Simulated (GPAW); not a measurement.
# Al (Fm-3m) in GPAW: reference runs

Aim: a first look at Al with PBEsol, on the cell as given and on a disturbed one.

Everything below comes from runs of GPAW 26.7.0. Logs are shortened: lines on timing, memory, paths and dates and some standing lists are left out, and cuts for length are marked. The log counts tension as positive stress, the text compression.

### Step 1. The crystal as given

The structure is cubic, space group Fm-3m (No. 225). Conventional cell: a = 4.050 Å, b = 4.050 Å, c = 4.050 Å, α = 90.00°, β = 90.00°, γ = 90.00°. Around Al (site symmetry m-3m) lie 12 Al at 2.86 Å.

### Step 2. Single point, PBEsol

run.py reads:

```python
from ase import Atoms
from ase.dft.bandgap import bandgap
from ase.io import write
from ase.units import GPa
from gpaw import GPAW, PW, setup_paths

setup_paths.insert(0, '.')

atoms = Atoms(['Al'],
              cell=[[0.0, 2.024805, 2.024805],
                    [2.024805, 0.0, 2.024805],
                    [2.024805, 2.024805, 0.0]],
              scaled_positions=[[0.0, 0.0, 0.0]],
              pbc=True)

calc = GPAW(mode=PW(600),
            xc='PBEsol',
            kpts={'size': (11, 11, 11), 'gamma': True},
            occupations={'name': 'fermi-dirac', 'width': 0.05},
            nbands=7,
            convergence={'density': 1e-05, 'energy': 1e-05},
            maxiter=150,
            txt='gpaw.txt')
atoms.calc = calc
energy = atoms.get_potential_energy()
forces = atoms.get_forces()
stress = atoms.get_stress()
calc.write('gs.gpw')
write('result.traj', atoms)
print(f'Energy: {energy:.6f} eV')
print('Forces (eV/A):')
print(forces.round(4))
print('Stress (GPa):', (stress / GPa).round(3))
print('Fermi level:', round(calc.get_fermi_level(), 4), 'eV')
print(f'Gap: {bandgap(calc)[0]:.4f} eV, direct: {bandgap(calc, direct=True)[0]:.4f} eV')
```

Potentials or basis: PAW data sets generated in the run's folder for this functional, pw.

The run is started by

```console
> gpaw-setup -f PBEsol Al
> OMP_NUM_THREADS=1 python run.py
```

gpaw.txt:

```text
__  _  _
 | _ |_)|_||  |
 |__||  | ||/\| - 26.7.0

Input parameters:
  mode=PW(ecut=600.0),
  convergence={'density': 1e-05, 'energy': 1e-05},
  kpts=MonkhorstPack(size=(11, 11, 11), gamma=True),
  maxiter=150,
  nbands=7,
  occupations=Occupations(name='fermi-dirac', width=0.05),
  xc=XC(name='PBEsol')

Diagonalizing LCAO Hamiltonian
Converting LCAO to pw mode

       Al

Atoms  # Å, Bohr magnetons
|   | symbol |        x |        y |        z |    initial magnetic moments |
|---|--------|----------|----------|----------|-----------------------------|
| 0 |     Al | 0.000000 | 0.000000 | 0.000000 | ( 0.0000,  0.0000,  0.0000) |

Unit cell  # Å
| periodic |        x |        y |        z |  lengths |    angles |
|----------|----------|----------|----------|----------|-----------|
|      yes | 0.000000 | 2.024805 | 2.024805 | 2.863507 | 60.000000 |
|      yes | 2.024805 | 0.000000 | 2.024805 | 2.863507 | 60.000000 |
|      yes | 2.024805 | 2.024805 | 0.000000 | 2.863507 | 60.000000 |

Number of symmetries: 48
Symmetry operations  # r_c * U_cc + t_c -> r_c
|    | kind |            matrix            |
|----|------|------------------------------|
|  0 |  σ   |  1, 0, 0,  1, 0,-1,  1,-1, 0 |
|  1 |  C2  |  1, 0, 0,  1,-1, 0,  1, 0,-1 |
|  2 |  E   |  1, 0, 0,  0, 1, 0,  0, 0, 1 |
|  3 |  σ   |  1, 0, 0,  0, 0, 1,  0, 1, 0 |
|  4 |  C4  |  1, 0,-1,  1, 0, 0,  1,-1, 0 |
|  5 |  S6  |  1, 0,-1,  1,-1, 0,  1, 0, 0 |
|  6 |  σ   |  1, 0,-1,  0, 1,-1,  0, 0,-1 |
|  7 |  C3  |  1, 0,-1,  0, 0,-1,  0, 1,-1 |
|  8 |  S6  |  1,-1, 0,  1, 0, 0,  1, 0,-1 |
|  9 |  C4  |  1,-1, 0,  1, 0,-1,  1, 0, 0 |
| 10 |  C3  |  1,-1, 0,  0,-1, 1,  0,-1, 0 |
| 11 |  σ   |  1,-1, 0,  0,-1, 0,  0,-1, 1 |
| 12 |  σ   |  0, 1, 0,  1, 0, 0,  0, 0, 1 |
| 13 |  C4  |  0, 1, 0,  0, 1,-1, -1, 1, 0 |
| 14 |  C3  |  0, 1, 0,  0, 0, 1,  1, 0, 0 |
| 15 |  S6  |  0, 1, 0, -1, 1, 0,  0, 1,-1 |
| 16 |  C2  |  0, 1,-1,  1, 0,-1,  0, 0,-1 |
| 17 |  σ   |  0, 1,-1,  0, 1, 0, -1, 1, 0 |
| 18 |  S4  |  0, 1,-1,  0, 0,-1,  1, 0,-1 |
| 19 |  C4  |  0, 1,-1, -1, 1, 0,  0, 1, 0 |
| 20 |  C3  |  0, 0, 1,  1, 0, 0,  0, 1, 0 |
| 21 |  σ   |  0, 0, 1,  0, 1, 0,  1, 0, 0 |
| 22 |  S6  |  0, 0, 1,  0,-1, 1, -1, 0, 1 |
| 23 |  C4  |  0, 0, 1, -1, 0, 1,  0,-1, 1 |
| 24 |  S4  |  0, 0,-1,  1, 0,-1,  0, 1,-1 |
| 25 |  C3  |  0, 0,-1,  0, 1,-1,  1, 0,-1 |
| 26 |  C2  |  0, 0,-1,  0,-1, 0, -1, 0, 0 |
| 27 |  S6  |  0, 0,-1, -1, 0, 0,  0,-1, 0 |
| 28 |  S4  |  0,-1, 1,  1,-1, 0,  0,-1, 0 |
| 29 |  C4  |  0,-1, 1,  0, 0, 1, -1, 0, 1 |
| 30 |  C2  |  0,-1, 1,  0,-1, 0,  1,-1, 0 |
| 31 |  σ   |  0,-1, 1, -1, 0, 1,  0, 0, 1 |
| 32 |  C3  |  0,-1, 0,  1,-1, 0,  0,-1, 1 |
| 33 |  S6  |  0,-1, 0,  0, 0,-1, -1, 0, 0 |
| 34 |  S4  |  0,-1, 0,  0,-1, 1,  1,-1, 0 |
| 35 |  C2  |  0,-1, 0, -1, 0, 0,  0, 0,-1 |
| 36 |  C2  | -1, 1, 0,  0, 1, 0,  0, 1,-1 |
| 37 |  S6  | -1, 1, 0,  0, 1,-1,  0, 1, 0 |
| 38 |  S4  | -1, 1, 0, -1, 0, 1, -1, 0, 0 |
| 39 |  C3  | -1, 1, 0, -1, 0, 0, -1, 0, 1 |
| 40 |  S6  | -1, 0, 1,  0, 0, 1,  0,-1, 1 |
| 41 |  C2  | -1, 0, 1,  0,-1, 1,  0, 0, 1 |
| 42 |  C3  | -1, 0, 1, -1, 1, 0, -1, 0, 0 |
| 43 |  S4  | -1, 0, 1, -1, 0, 0, -1, 1, 0 |
| 44 |  C2  | -1, 0, 0,  0, 0,-1,  0,-1, 0 |
| 45 |  i   | -1, 0, 0,  0,-1, 0,  0, 0,-1 |
| 46 |  σ   | -1, 0, 0, -1, 1, 0, -1, 0, 1 |
| 47 |  C2  | -1, 0, 0, -1, 0, 1, -1, 1, 0 |

BZ-sampling:
  Number of BZ points: 1331
  Number of IBZ points: 56

  Monkhorst-Pack size: [11, 11, 11]
  Monkhorst-Pack shift: [0, 0, 0]

K-points  # in reciprocal-cell coordinates
|     |                                coordinates |     weight |
|-----|--------------------------------------------|------------|
|   0 | (  0.00000000,   0.00000000,   0.00000000) | 0.00075131 |
|   1 | (  0.09090909,   0.09090909,   0.00000000) | 0.00450789 |
|   2 | (  0.09090909,   0.09090909,   0.09090909) | 0.00601052 |
|   3 | (  0.18181818,   0.09090909,   0.09090909) | 0.00901578 |
|   4 | (  0.18181818,   0.18181818,   0.00000000) | 0.00450789 |
|   5 | (  0.18181818,   0.18181818,   0.09090909) | 0.01803156 |
|   6 | (  0.18181818,   0.18181818,   0.18181818) | 0.00601052 |
|   7 | (  0.27272727,   0.18181818,   0.09090909) | 0.01803156 |
|   8 | (  0.27272727,   0.18181818,   0.18181818) | 0.01803156 |
|   9 | (  0.27272727,   0.27272727,   0.00000000) | 0.00450789 |
| ... |                                            |            |
|  55 | (  0.45454545,   0.45454545,   0.45454545) | 0.00601052 |

Plane wave coefficients: 564
Cutoff: 600.0 eV

Spin-components: 1 (collinear spins)
Bands:           7
Projectors:      5
Spin-degeneracy: 2
Datatype:        complex128

Parallelization:
  kpt:    1
  domain: 1
  band:   1

Density:
  Valence electrons: 3.0
  Components: 1
  Grid points: [18 18 18]
  Charge: 0.0  # |e|

Potential:
  Grid points: [18 18 18]

species:
  Al:
    name:    Aluminium
    Z:       13.0
    valence: 3
    core:    10
    charge:  0.0  # [|e|]
    compensation charges:
      type: gauss
      rc: 0.34  # [Å]
      lmax: 2
    cutoffs:
      filter: 1.91  # [Å]
      core: 2.36  # [Å]
    projectors
    | kind |    occ | energy [eV] | rcut [Å] |
    |------|--------|-------------|----------|
    |   3s |  2.000 |      -7.715 |    1.085 |
    |   3p |  1.000 |      -2.689 |    1.085 |
    |    s |        |      19.497 |    1.085 |
    |    p |        |      24.522 |    1.085 |
    |    d |        |       0.000 |    1.085 |

    Using partial waves for Al as LCAO basis

Reference energy: -6590.127727  # eV

eigensolver:
  PPCG
  Converge bands: occupied
  niter=2

density mixing:
  MSR1-Mixer
  Pratt-step length: 0.05
  Maximum mixing coefficient: 0.75
  Old densities: 10
  SVD Regularization: 0.005
  Good broyden scale: 1.0
  Trust region scale: 1.0
  Backstep threshold: 4.0
  History deletion threshold: 6.0
  Fourier metric: weight=20.0, sigma=0.015

occupation numbers:
  Fermi-Dirac:
    width: 0.0500  # eV

poisson solver:
  ecut: 4800.0  # eV

xc functional:
  name: PBEsol with 2 nearest neighbor stencil

convergence criteria:
- Maximum integral of absolute [dens]ity change: 1e-05 electrons / valence electron
- Maximum [total energy] change in last 3 cyles: 1e-05 eV / valence electron
- Maximum integral of absolute [eigenst]ate change: 4e-08 eV^2 / valence electron
maximum number of iterations: 150

SCF iterations
|iter     | |      energy | eigst |  dens |
|---------|-|-------------|-------|-------|
|iter:   1| |   -4.096126 | -0.24 |       |
|iter:   2| |   -4.095814 | -3.50 | -0.98 |
|iter:   3| |   -4.091658 | -3.27 | -1.00 |
|iter:   4| |   -4.091669 | -3.99 | -1.57 |
|iter:   5| |   -4.091677c| -6.01 | -2.94 |
|iter:   6| |   -4.091678c| -6.62 | -3.37 |
|iter:   7| |   -4.091678c| -8.68c| -4.59 |
|iter:   8| |   -4.091678c| -9.38c| -5.11c|

Converged in 8 steps
Energy contributions relative to reference atoms: (reference = -6590.127727)

Energy contributions:
  Kinetic:           3.821491
  Coulomb:          -1.948457
  Zero:             -0.006836
  External:          0.000000
  Xc:               -5.955879
  Entropy:          -0.003996
  Spinorbit:         0.000000
  ----------------------------
  Free energy:      -4.093676
  Extrapolated:     -4.091678

dipole moment: (-6.959579, -6.959579, -6.959579)  # |e|*Ang

Fermi level: 7.054
Eigenvalues  # (at kpt = [0.000, 0.000, 0.000])
| band index |      eig [eV] | occ [0-2] |
|------------|---------------|-----------|
|          0 |        -4.046 |     2.000 |
|          1 |        19.629 |     0.000 |
|          2 |        19.629 |     0.000 |
|          3 |        19.629 |     0.000 |
|          4 |        21.051 |     0.000 |
|          5 |        21.051 |     0.000 |
|          6 |        21.051 |     0.000 |

No gap
No difference between direct/indirect transitions

Forces  # eV/Ang
|       x |       y |       z |
|---------|---------|---------|
| 0.00000 | 0.00000 | 0.00000 |  # Al   0

Stress tensor  # eV/Ang^3
|         x |         y |        z |
|-----------|-----------|----------|
|  0.011108 | -0.000000 | 0.000000 |
| -0.000000 |  0.011108 | 0.000000 |
|  0.000000 |  0.000000 | 0.011108 |

# Writing to gs.gpw (mode='')
```

Wall time 9.6 s (1 thread of Intel Xeon Platinum 8375C at 2.90GHz (Ice Lake), shared host); peak memory 0.13 GiB.

What came out:

```
Free energy            : -4.0937 eV
Pressure               : -1.8 GPa
Band gap on the k mesh : none (metal or under the smearing width)
```

### Step 3. Single point, PBEsol (cell strained at random at fixed volume)

Changes to run.py since step 2:

```diff
@@ -9,6 +9,6 @@
 atoms = Atoms(['Al'],
-              cell=[[0.0, 2.024805, 2.024805],
-                    [2.024805, 0.0, 2.024805],
-                    [2.024805, 2.024805, 0.0]],
-              scaled_positions=[[0.0, 0.0, 0.0]],
+              cell=[[0.047894, 1.969142, 2.026853],
+                    [2.043256, -0.008354, 2.083101],
+                    [2.040582, 2.022715, -0.005679]],
+              scaled_positions=[[0.005978, -0.013119, 0.021168]],
               pbc=True)
```

Potentials or basis: PAW data sets generated in the run's folder for this functional, pw.

The run is started by

```console
> gpaw-setup -f PBEsol Al
> OMP_NUM_THREADS=1 python run.py
```

gpaw.txt:

```text
__  _  _
 | _ |_)|_||  |
 |__||  | ||/\| - 26.7.0

Input parameters:
  mode=PW(ecut=600.0),
  convergence={'density': 1e-05, 'energy': 1e-05},
  kpts=MonkhorstPack(size=(11, 11, 11), gamma=True),
  maxiter=150,
  nbands=7,
  occupations=Occupations(name='fermi-dirac', width=0.05),
  xc=XC(name='PBEsol')

Diagonalizing LCAO Hamiltonian
Converting LCAO to pw mode

       Al

Atoms  # Å, Bohr magnetons
|   | symbol |        x |        y |         z |    initial magnetic moments |
|---|--------|----------|----------|-----------|-----------------------------|
| 0 |     Al | 0.016676 | 0.054698 | -0.015332 | ( 0.0000,  0.0000,  0.0000) |

Unit cell  # Å
| periodic |        x |         y |         z |  lengths |    angles |
|----------|----------|-----------|-----------|----------|-----------|
|      yes | 0.047894 |  1.969142 |  2.026853 | 2.826296 | 60.403307 |
|      yes | 2.043256 | -0.008354 |  2.083101 | 2.917923 | 59.927039 |
|      yes | 2.040582 |  2.022715 | -0.005679 | 2.873218 | 58.544408 |

Number of symmetries: 1
Symmetry operations  # r_c * U_cc + t_c -> r_c
|   | kind |            matrix            |
|---|------|------------------------------|
| 0 |  E   |  1, 0, 0,  0, 1, 0,  0, 0, 1 |

BZ-sampling:
  Number of BZ points: 1331
  Number of IBZ points: 666

  Monkhorst-Pack size: [11, 11, 11]
  Monkhorst-Pack shift: [0, 0, 0]

K-points  # in reciprocal-cell coordinates
|     |                                coordinates |     weight |
|-----|--------------------------------------------|------------|
|   0 | (  0.00000000,   0.00000000,   0.00000000) | 0.00075131 |
|   1 | (  0.00000000,   0.00000000,   0.09090909) | 0.00150263 |
|   2 | (  0.00000000,   0.00000000,   0.18181818) | 0.00150263 |
|   3 | (  0.00000000,   0.00000000,   0.27272727) | 0.00150263 |
|   4 | (  0.00000000,   0.00000000,   0.36363636) | 0.00150263 |
|   5 | (  0.00000000,   0.00000000,   0.45454545) | 0.00150263 |
|   6 | (  0.00000000,   0.09090909,  -0.45454545) | 0.00150263 |
|   7 | (  0.00000000,   0.09090909,  -0.36363636) | 0.00150263 |
|   8 | (  0.00000000,   0.09090909,  -0.27272727) | 0.00150263 |
|   9 | (  0.00000000,   0.09090909,  -0.18181818) | 0.00150263 |
| ... |                                            |            |
| 665 | (  0.45454545,   0.45454545,   0.45454545) | 0.00150263 |

Plane wave coefficients: 568
Cutoff: 600.0 eV

Spin-components: 1 (collinear spins)
Bands:           7
Projectors:      5
Spin-degeneracy: 2
Datatype:        complex128

Parallelization:
  kpt:    1
  domain: 1
  band:   1

Density:
  Valence electrons: 3.0
  Components: 1
  Grid points: [16 18 18]
  Charge: 0.0  # |e|

Potential:
  Grid points: [16 18 18]

species:
  Al:
    name:    Aluminium
    Z:       13.0
    valence: 3
    core:    10
    charge:  0.0  # [|e|]
    compensation charges:
      type: gauss
      rc: 0.34  # [Å]
      lmax: 2
    cutoffs:
      filter: 1.91  # [Å]
      core: 2.36  # [Å]
    projectors
    | kind |    occ | energy [eV] | rcut [Å] |
    |------|--------|-------------|----------|
    |   3s |  2.000 |      -7.715 |    1.085 |
    |   3p |  1.000 |      -2.689 |    1.085 |
    |    s |        |      19.497 |    1.085 |
    |    p |        |      24.522 |    1.085 |
    |    d |        |       0.000 |    1.085 |

    Using partial waves for Al as LCAO basis

Reference energy: -6590.127727  # eV

eigensolver:
  PPCG
  Converge bands: occupied
  niter=2

density mixing:
  MSR1-Mixer
  Pratt-step length: 0.05
  Maximum mixing coefficient: 0.75
  Old densities: 10
  SVD Regularization: 0.005
  Good broyden scale: 1.0
  Trust region scale: 1.0
  Backstep threshold: 4.0
  History deletion threshold: 6.0
  Fourier metric: weight=20.0, sigma=0.015

occupation numbers:
  Fermi-Dirac:
    width: 0.0500  # eV

poisson solver:
  ecut: 4800.0  # eV

xc functional:
  name: PBEsol with 2 nearest neighbor stencil

convergence criteria:
- Maximum integral of absolute [dens]ity change: 1e-05 electrons / valence electron
- Maximum [total energy] change in last 3 cyles: 1e-05 eV / valence electron
- Maximum integral of absolute [eigenst]ate change: 4e-08 eV^2 / valence electron
maximum number of iterations: 150

SCF iterations
|iter     | |      energy | eigst |  dens |
|---------|-|-------------|-------|-------|
|iter:   1| |   -4.091212 | -0.25 |       |
|iter:   2| |   -4.090930 | -3.47 | -0.98 |
|iter:   3| |   -4.086953 | -3.27 | -1.00 |
|iter:   4| |   -4.086969 | -3.98 | -1.57 |
|iter:   5| |   -4.086976c| -6.02 | -2.95 |
|iter:   6| |   -4.086977c| -6.64 | -3.37 |
|iter:   7| |   -4.086977c| -8.62c| -4.57 |
|iter:   8| |   -4.086977c| -9.36c| -5.13c|

Converged in 8 steps
Energy contributions relative to reference atoms: (reference = -6590.127727)

Energy contributions:
  Kinetic:           3.910294
  Coulomb:          -2.024219
  Zero:             -0.006844
  External:          0.000000
  Xc:               -5.964773
  Entropy:          -0.002871
  Spinorbit:         0.000000
  ----------------------------
  Free energy:      -4.088412
  Extrapolated:     -4.086977

dipole moment: (-0.010341, -6.655210, 0.042527)  # |e|*Ang

Fermi level: 7.082
Eigenvalues  # (at kpt = [0.000, 0.000, 0.000])
| band index |      eig [eV] | occ [0-2] |
|------------|---------------|-----------|
|          0 |        -4.047 |     2.000 |
|          1 |        19.087 |     0.000 |
|          2 |        19.355 |     0.000 |
|          3 |        20.447 |     0.000 |
|          4 |        20.550 |     0.000 |
|          5 |        20.683 |     0.000 |
|          6 |        21.623 |     0.000 |

No gap
No difference between direct/indirect transitions

Forces  # eV/Ang
|       x |        y |       z |
|---------|----------|---------|
| 0.00000 | -0.00000 | 0.00000 |  # Al   0

Stress tensor  # eV/Ang^3
|        x |         y |         z |
|----------|-----------|-----------|
| 0.004376 |  0.004529 |  0.007218 |
| 0.004529 |  0.004951 | -0.009458 |
| 0.007218 | -0.009458 |  0.020329 |

# Writing to gs.gpw (mode='')
```

Run time: 58 s. Hardware: 1 thread of Intel Xeon Platinum 8375C at 2.90GHz (Ice Lake), shared host; peak memory 0.22 GiB.

What came out:

- Free energy: -4.0884 eV
- Pressure: -1.6 GPa
- Band gap on the k mesh: none (metal or under the smearing width)
